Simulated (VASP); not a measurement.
Write the native input for VASP 6.6.1 that does the following.

```yaml
Task: relaxation of cell and atoms
Functional: PBE
Dispersion: D3(BJ)
Potentials_or_basis: VASP PAW PBE potentials, release 64 (Al)
Cutoff: 520 eV
k_mesh: 18 × 18 × 18
Occupations: gaussian, width 0.1 eV
Spin: no spin polarisation
Further_INCAR_settings: ALGO = Normal; EDIFF = 1e-07; IBRION = 2; EDIFFG = -0.002; NSW = 80; ISIF = 3
```

The structure of Al lies in POSCAR:

```
Al
1.0
    0.0000000000      2.0248050000      2.0248050000
    2.0248050000      0.0000000000      2.0248050000
    2.0248050000      2.0248050000      0.0000000000
Al
1
Direct
    0.0000000000      0.0000000000      0.0000000000
```

The input as run:

INCAR

```
PREC     = Accurate       # precision mode
ENCUT    = 520            # plane-wave cutoff, eV
EDIFF    = 1E-7           # SCF threshold, eV
ISMEAR   = 0              # smearing method
SIGMA    = 0.1            # smearing width, eV
LREAL    = False          # projectors in reciprocal space
LASPH    = True           # aspherical terms in the spheres
NELM     = 60             # most SCF steps
ALGO     = Normal         # electronic algorithm
ISIF     = 3              # what is computed and relaxed
LWAVE    = False          # write WAVECAR
LCHARG   = False          # write CHGCAR
GGA      = PE             # functional
IVDW     = 12             # dispersion correction
IBRION   = 2              # ionic algorithm
NSW      = 80             # ionic steps
EDIFFG   = -0.002         # ionic threshold
```

KPOINTS

```
Automatic mesh
0
Gamma
  18 18 18
```

Potentials or basis: VASP PAW PBE potentials, release 64 (Al).

The run is started by

```sh
$ cat potpaw_PBE.64/Al/POTCAR > POTCAR
$ mpirun -np 1 vasp_std > vasp.out
```

Results of the run:

The relaxed volume is 15.78 Å³/atom. The relaxed cell is a = 2.815 Å, b = 2.815 Å, c = 2.815 Å, α = 60.00°, β = 60.00°, γ = 60.00°, the space group after relaxing (to 0.05 Å) is Fm-3m (No. 225) and the energy gained by relaxing is 10.4 meV/atom. The ionic steps are 3 and the pressure after relaxing is 0.0 GPa. The band gap on the k mesh is none (metal or under the smearing width) and the dispersion energy per atom is -0.352 eV.

Caveat: pairwise dispersion overbinds metals, which lowers pressure and volume.

Run time: 27 s on 1 thread of AMD EPYC 7R13 Processor (Zen 3), with other jobs on the host, peak memory 0.12 GiB.
